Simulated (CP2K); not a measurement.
The system is BaTiO3.

```
Ba Ti O
1.0
     3.99980    0.00000    0.00000
     0.00000    3.99980    0.00000
     0.00000    0.00000    4.01800
Ba Ti O
1 1 3
Cartesian
  0.0000 0.0000 0.0000
  1.9999 1.9999 1.9688
  0.0000 1.9999 2.0773
  1.9999 0.0000 2.0773
  1.9999 1.9999 0.0763
```

Base run:

| Quantity | Value |
| --- | --- |
| Program | CP2K 2026.2 |
| Functional | LDA |
| Potentials or basis | GTH_SOC_POTENTIALS Ba GTH-PBE-q10, Ti GTH-PBE-q12, O GTH-PBE-q6; DZVP-MOLOPT-SR-GTH basis |
| Density cutoff | 8163 eV |
| k mesh | 7 × 7 × 7 |
| Occupations | fermi-dirac, width 0.05 eV |
| Spin | spin-orbit coupling, no magnetisation |

Its results: pressure -4.7 GPa.

**Question.** The run is repeated on the same cell with these changes: functional from LDA to PBE. What comes out?

**Answer.** Pressure 4.5 GPa.

PBE binds less tightly than LDA, so the same cell stands under more pressure.

Caveats: the basis of atomic orbitals isn't converged, which shifts pressures, moduli and gaps; the potentials were made for another functional, which shifts forces and pressure (some runs).
